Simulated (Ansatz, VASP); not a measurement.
# Two plane-wave programs on CaSe

```
CELL_PARAMETERS angstrom
0.00000 3.01398 3.01398
3.01398 0.00000 3.01398
3.01398 3.01398 0.00000
ATOMIC_POSITIONS crystal
Se 0.50000 0.50000 0.50000
Ca 0.00000 0.00000 0.00000
```

Change from the starting cell: volume scaled by 1.06.

Alike in both runs: task single point; functional PBE; k mesh 8 × 8 × 8; occupations fermi-dirac, width 0.05 eV; no spin polarisation.

|  | VASP | Ansatz |
| --- | --- | --- |
| version | VASP 6.6.1 | Ansatz 0.2.0 |
| potentials or method | VASP PAW PBE potentials, release 64 (Se, Ca_sv) | Ansatz PAW |
| plane-wave cutoff (eV) | 520 | 420 |
| valence electrons in the cell | 16 | 26 |

Ansatz gave:

| Item | Value |
| --- | --- |
| gap on the k mesh at the Fermi level (eV) | 2.16 |
| least direct gap on the mesh (eV) | 3.04 |
| pressure (GPa) | -1.6 |

Question: What did VASP give for the same quantities?

Answer: gap on the k mesh at the Fermi level (eV): 2.15; least direct gap on the mesh (eV): 3.03; pressure (GPa): -1.4.

With one functional, cell and mesh, what is left measures potentials, basis and numerics. The two sets of potentials don't hold the same shells in valence.

A k mesh can miss the band edges.
